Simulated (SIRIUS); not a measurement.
# Ru (P6_3/mmc) in SIRIUS: reference runs

Reference runs on Ru: the cell as given and a disturbed copy.

Program: SIRIUS 7.12.0. These are calculated values, not measurements. Logs are shortened: lines on timing, memory, paths and dates and some standing lists are left out, and cuts for length are marked. The log counts tension as positive stress, the text compression.

**1. Starting point**

The structure is hexagonal, space group P6_3/mmc (No. 194). Conventional cell: a = 2.706 Å, b = 2.706 Å, c = 4.282 Å, α = 90.00°, β = 90.00°, γ = 120.00°. Ru (site symmetry -6m2) has 12 Ru at 2.65 to 2.71 Å as nearest neighbours.

**2. Single point, PBEsol**

Input file sirius.json:

```json
{
  "control": {
    "processing_unit": "cpu",
    "verbosity": 2,
    "num_bands_to_print": 25,
    "print_forces": true,
    "print_stress": true
  },
  "parameters": {
    "electronic_structure_method": "pseudopotential",
    "xc_functionals": ["XC_GGA_X_PBE_SOL", "XC_GGA_C_PBE_SOL"],
    "gk_cutoff": 9.2,
    "pw_cutoff": 18.4,
    "ngridk": [11, 11, 6],
    "shiftk": [0, 0, 0],
    "smearing": "fermi_dirac",
    "smearing_width": 0.0018374661,
    "num_bands": 25,
    "num_mag_dims": 0,
    "num_dft_iter": 100,
    "energy_tol": 1e-08,
    "density_tol": 1e-06
  },
  "iterative_solver": {
    "type": "davidson",
    "min_tolerance": 1e-10
  },
  "mixer": {
    "type": "anderson",
    "beta": 0.7,
    "max_history": 8
  },
  "settings": {
    "tol_ne": 1e-10,
    "pseudo_grid_cutoff": 6.5
  },
  "unit_cell": {
    "lattice_vectors": [
      [5.113220948012, 0.0, 0.0],
      [-2.556610474006, 4.428179236217, 0.0],
      [0.0, 0.0, 8.091618293035]
    ],
    "atom_coordinate_units": "lattice",
    "atom_types": ["Ru"],
    "atom_files": {
      "Ru": "Ru.json"
    },
    "atoms": {
      "Ru": [
        [0.6666666667, 0.3333333333, 0.75],
        [0.3333333333, 0.6666666667, 0.25]
      ]
    }
  }
}
```

Potentials or basis: PseudoDojo 0.4.1 PBEsol standard (scalar relativistic).

The run is started by

```
$ upf_to_json Ru.upf
$ OMP_NUM_THREADS=1 sirius.scf --input=sirius.json --output=out.json --task=0
```

Output:

```text
[info] SIRIUS version : 7.12.0
[info] number of MPI ranks           : 1
[info] MPI grid                      : 1 1
[info] maximum number of OMP threads : 1
[fft] FFT context for density and potential
[fft] =====================================
[fft]   comm size                             : 1
[fft]   plane wave cutoff                     : 18.4
[fft]   grid size                             : 32 32 50   total : 51200
[fft]   grid limits                           : -15 16   -15 16   -24 25
[fft]   number of G-vectors within the cutoff : 9603
[fft]   local number of G-vectors             : 9603
[fft]   number of G-shells                    : 1030
[fft] FFT context for coarse grid
[fft] =====================================
[fft]   comm size                             : 1
[fft]   plane wave cutoff                     : 18.4
[fft]   grid size                             : 32 32 50   total : 51200
[fft]   grid limits                           : -15 16   -15 16   -24 25
[fft]   number of G-vectors within the cutoff : 9603
[fft]   local number of G-vectors             : 9603
[fft]   number of G-shells                    : 1030
[unit cell] lattice vectors
[unit cell]   a1 :       5.1132209480      0.0000000000      0.0000000000
[unit cell]   a2 :      -2.5566104740      4.4281792362      0.0000000000
[unit cell]   a3 :       0.0000000000      0.0000000000      8.0916182930
[unit cell] reciprocal lattice vectors
[unit cell]   b1 :       1.2288116182      0.7094547185     -0.0000000000
[unit cell]   b2 :       0.0000000000      1.4189094370      0.0000000000
[unit cell]   b3 :       0.0000000000     -0.0000000000      0.7765054010
[unit cell] unit cell volume :       183.21251576 [a.u.^3]
[unit cell] 1/sqrt(omega)    :         0.07387924
[unit cell] MT volume        :         0.00000000 ( 0.00%)
[unit cell] IT volume        :       183.21251576 (100.00%)
[unit cell] number of atom types : 1
[unit cell] type id : 0 symbol : Ru mt_radius :  15.830000 num_atoms : 2
[unit cell] total number of atoms : 2
[unit cell] number of symmetry classes : 1
[unit cell] number of PAW atoms : 0
[unit cell] atom id  type id  class id             position                      vector_field
[unit cell] ------------------------------------------------------------------------------------------
[unit cell]      0        0        0      0.66667   0.33333   0.75000      0.00000   0.00000   0.00000
[unit cell]      1        0        0      0.33333   0.66667   0.25000      0.00000   0.00000   0.00000
[unit cell] atom id         position (Cartesian, a.u.)
[unit cell] ---------------------------------------------
[unit cell]      0       2.556610    1.476060    6.068714
[unit cell]      1      -0.000000    2.952119    2.022905
[unit cell] class id : 0 atom id : 0 1
[unit cell] minimum bond length:     5.008351
[unit cell] total number of pseudo wave-functions: 20
[sym] space group number   : 194
[sym] international symbol : P6_3/mmc
[sym] Hall symbol          : -P 6c 2c
[sym] space group transformation matrix :
[sym]   1.0000 -0.0000  0.0000
[sym]   0.0000  1.0000  0.0000
[sym]   0.0000  0.0000  1.0000
[sym] space group origin shift :
[sym]   0.0000  0.0000  0.0000
[sym] number of space group operations  : 24
[sym] number of magnetic group operations : 24
[... 250 lines left out ...]
[diagonalize] ik:    0   -1.819707   -1.812142   -0.736163   -0.701539   -0.701539   -0.695239   -0.695239   -0.693747    0.569267    0.636227    0.769918    0.769918    0.776311    0.795157    0.795157    0.814665    0.814665    0.909828    0.909828    0.910786    1.243201    1.418316    1.513383    1.536246    1.705840
[diagonalize] ik:    1   -1.819266   -1.811970   -0.735123   -0.703738   -0.702280   -0.697518   -0.695542   -0.694231    0.580401    0.644664    0.752900    0.779081    0.788675    0.792802    0.802355    0.803584    0.807918    0.848861    0.913957    0.988206    1.241486    1.436482    1.525841    1.550550    1.637065
[diagonalize] ik:    2   -1.818052   -1.811535   -0.732170   -0.709642   -0.704196   -0.703498   -0.696415   -0.695689    0.610202    0.662883    0.733926    0.759879    0.779350    0.792481    0.805320    0.815641    0.820694    0.827542    0.922353    1.072563    1.236094    1.449307    1.532065    1.552928    1.564957
[diagonalize] ik:    3   -1.816366   -1.811051   -0.727798   -0.717377   -0.711052   -0.706593   -0.698095   -0.697646    0.643996    0.667170    0.714548    0.736759    0.775783    0.778937    0.805909    0.844326    0.853457    0.862759    0.929811    1.158013    1.229091    1.360097    1.472709    1.476883    1.588250
[diagonalize] ik:    4   -1.814648   -1.810765   -0.724471   -0.722860   -0.717748   -0.708715   -0.701216   -0.698833    0.648525    0.666521    0.681608    0.762578    0.765628    0.794413    0.795360    0.886498    0.901275    0.912533    0.934531    1.209726    1.237158    1.265489    1.399414    1.425237    1.525973
[diagonalize] ...
[diagonalize] ik:   59   -1.813191   -1.813191   -0.724291   -0.724291   -0.707148   -0.707148   -0.701933   -0.701933    0.675325    0.675325    0.736306    0.736306    0.750404    0.750404    0.814033    0.814033    0.915182    0.915182    0.954464    0.954464    1.422884    1.422884    1.464730    1.464730    1.508032
[diagonalize] ik:   60   -1.812340   -1.812340   -0.727658   -0.727658   -0.710193   -0.710193   -0.701837   -0.701837    0.669152    0.669152    0.726048    0.726048    0.773451    0.773451    0.816484    0.816484    0.927819    0.927819    1.010968    1.010968    1.347662    1.347662    1.417854    1.417854    1.518240
[diagonalize] ik:   61   -1.811832   -1.811832   -0.729643   -0.729643   -0.712137   -0.712137   -0.701637   -0.701637    0.665848    0.665848    0.716543    0.716543    0.780427    0.780427    0.839204    0.839204    0.920630    0.920630    1.072350    1.072350    1.273467    1.273467    1.389789    1.389789    1.535057
[diagonalize] ik:   62   -1.811788   -1.811788   -0.728070   -0.728070   -0.714441   -0.714441   -0.701317   -0.701317    0.678147    0.678147    0.726182    0.726182    0.764677    0.764677    0.818633    0.818633    0.921766    0.921766    1.093229    1.093229    1.315184    1.315184    1.326735    1.326735    1.559620
[diagonalize] ik:   63   -1.811582   -1.811582   -0.727805   -0.727805   -0.716452   -0.716452   -0.701118   -0.701118    0.685103    0.685103    0.718436    0.718436    0.764937    0.764937    0.825387    0.825387    0.913275    0.913275    1.149629    1.149629    1.264010    1.264010    1.307315    1.307315    1.594630
[find] Charges and magnetic moments
[find] --------------------------------------------------------------------------------
[find] total charge          : 32.000000
[find] Energy
[find] --------------------------------------------------------------------------------
[find] valence_eval_sum               :      -3.84353049
[find] <rho|V^{XC}>                   :     -28.00532921
[find] <rho|E^{XC}>                   :     -33.94022944
[find] <mag|B^{XC}>                   :       0.00000000
[find] <rho|V^{H}>                    :      56.55349581
[find] one-electron contribution      :     -32.39169709 (Ha),     -64.78339418 (Ry)
[find] hartree contribution           :      28.27674790
[find] xc contribution                :     -33.94022944
[find] ewald contribution             :    -163.99220644
[find] PAW contribution               :       0.00000000
[find] smearing (-TS)                 :      -0.00061679
[find] SCF correction                 :      -0.00000072
[find] Total energy                   :    -202.04738579 (Ha),    -404.09477159 (Ry)
[find] Free energy (E-TS)             :    -202.04800259 (Ha),    -404.09600517 (Ry)
[find] band gap (eV)                  :       0.00000000
[find] Efermi                         :       0.86324469
[find] iteration : 11, RMS (target) : 1.7926e-07 (1.0000e-06) , energy difference (target) : 6.7647e-10 (1.0000e-08)
[find] bands are converged : true
[find] iterative solver converged : false
[find] converged after 12 SCF iterations!
[find] Charges and magnetic moments
[find] --------------------------------------------------------------------------------
[find] total charge          : 32.000000
[find] Energy
[find] --------------------------------------------------------------------------------
[find] valence_eval_sum               :      -3.84353049
[find] <rho|V^{XC}>                   :     -28.00532921
[find] <rho|E^{XC}>                   :     -33.94022944
[find] <mag|B^{XC}>                   :       0.00000000
[find] <rho|V^{H}>                    :      56.55349581
[find] one-electron contribution      :     -32.39169709 (Ha),     -64.78339418 (Ry)
[find] hartree contribution           :      28.27674790
[find] xc contribution                :     -33.94022944
[find] ewald contribution             :    -163.99220644
[find] PAW contribution               :       0.00000000
[find] smearing (-TS)                 :      -0.00061679
[find] SCF correction                 :      -0.00000072
[find] Total energy                   :    -202.04738579 (Ha),    -404.09477159 (Ry)
[find] Free energy (E-TS)             :    -202.04800259 (Ha),    -404.09600517 (Ry)
[find] band gap (eV)                  :       0.00000000
[find] Efermi                         :       0.86324469
[ground_state] === stress tensor components [kbar] ===
[ground_state] === stress_kin ===
[ground_state] -69723.924793    0.000000    0.000000
[ground_state]     0.000000-69723.924791   -0.000000
[ground_state]     0.000000   -0.000000-69551.954559
[ground_state] === stress_har ===
[ground_state] -14591.155740   -0.000000   -0.000000
[ground_state]    -0.000000-14591.155739    0.000000
[ground_state]    -0.000000    0.000000-16225.641855
[ground_state] === stress_ewald ===
[ground_state] 88937.986804    0.000000   -0.000000
[ground_state]     0.00000088937.986801   -0.000000
[ground_state]    -0.000000   -0.00000085469.389956
[ground_state] === stress_vloc ===
[ground_state] 15366.009269    0.000000   -0.000000
[ground_state]     0.00000015366.009269    0.000000
[ground_state]    -0.000000    0.00000020307.692490
[ground_state] === stress_xc ===
[ground_state] -9380.608544    0.000000   -0.000000
[ground_state]     0.000000-9380.608544    0.000000
[ground_state]    -0.000000    0.000000-9382.201935
[ground_state] === stress_core ===
[ground_state] 23173.389048   -0.000000   -0.000000
[ground_state]    -0.00000023173.389047    0.000000
[ground_state]    -0.000000    0.00000023171.572112
[ground_state] === stress_nonloc ===
[ground_state] -33726.288127    0.000000   -0.000000
[ground_state]     0.000000-33726.288126   -0.000000
[ground_state]    -0.000000   -0.000000-33728.650166
[ground_state] === stress_us_nl ===
[ground_state] -33726.288127    0.000000   -0.000000
[ground_state]     0.000000-33726.288126   -0.000000
[ground_state]    -0.000000   -0.000000-33728.650166
[ground_state] === stress_total ===
[ground_state]    55.407917    0.000000   -0.000000
[ground_state]     0.000000   55.407917   -0.000000
[ground_state]    -0.000000   -0.000000   60.206044
[ground_state] ==== total Forces in Ha/bohr =====
[ground_state] atom:    0, force:      -0.0000000     -0.0000000      0.0000000
[ground_state] atom:    1, force:      -0.0000000     -0.0000000     -0.0000000
[ground_state] ==== ultrasoft contribution from Qij =====
[ground_state] atom:    0, force:       0.0000000      0.0000000      0.0000000
[ground_state] atom:    1, force:       0.0000000      0.0000000      0.0000000
[ground_state] ==== non-local contribution from Beta-projector =====
[ground_state] atom:    0, force:      -0.0000000     -0.0000000      0.0000000
[ground_state] atom:    1, force:      -0.0000000     -0.0000000     -0.0000000
[ground_state] ==== contribution from local potential =====
[ground_state] atom:    0, force:       0.0000000      0.0000000      0.0000000
[ground_state] atom:    1, force:      -0.0000000     -0.0000000      0.0000000
[ground_state] ==== contribution from core density =====
[ground_state] atom:    0, force:       0.0000000      0.0000000      0.0000000
[ground_state] atom:    1, force:       0.0000000     -0.0000000      0.0000000
[ground_state] ==== Ewald forces from ions =====
[ground_state] atom:    0, force:      -0.0000000      0.0000000      0.0000000
[ground_state] atom:    1, force:      -0.0000000     -0.0000000     -0.0000000
[~DFT_ground_state] local op. applied: 40741
[~DFT_ground_state] evp. work count: 6644.22
[~DFT_ground_state] number of iterative solver steps: 1562
```

It took 16 s on 1 thread of AMD EPYC 9R45 (Zen 5), shared host; peak memory 0.35 GiB.

Results:

* Free energy: -5498.0062 eV
* Pressure: -5.7 GPa
* Band gap on the k mesh: none (metal or under the smearing width)

Stress tensor (GPa, compression positive):
```
-5.54  0.00  0.00
 0.00 -5.54  0.00
 0.00  0.00 -6.02
```

**3. Single point, PBEsol (atoms moved at random, drawn with an rms of 0.05 Å)**

sirius.json, as its differences from that of step 2:

```diff
@@ -49,4 +49,4 @@
       "Ru": [
-        [0.6666666667, 0.3333333333, 0.75],
-        [0.3333333333, 0.6666666667, 0.25]
+        [0.672362, 0.343846, 0.745184],
+        [0.321574, 0.680431, 0.243667]
       ]
```

Potentials or basis: PseudoDojo 0.4.1 PBEsol standard (scalar relativistic).

The run is started by

```
$ upf_to_json Ru.upf
$ OMP_NUM_THREADS=1 sirius.scf --input=sirius.json --output=out.json --task=0
```

It took 79 s on 1 thread of AMD EPYC 9R45 (Zen 5), shared host; peak memory 1.6 GiB.

It converged, with:

* Free energy: -5497.9970 eV
* Pressure: -5.6 GPa
* Largest force: 0.349 eV/Å
* Band gap on the k mesh: none (metal or under the smearing width)

Forces on the atoms (eV/Å):
```
Ru  -0.337  0.050 -0.078
Ru   0.337 -0.050  0.078
```

Stress tensor (GPa, compression positive):
```
-5.71  0.96  0.05
 0.96 -5.35 -0.01
 0.05 -0.01 -5.64
```
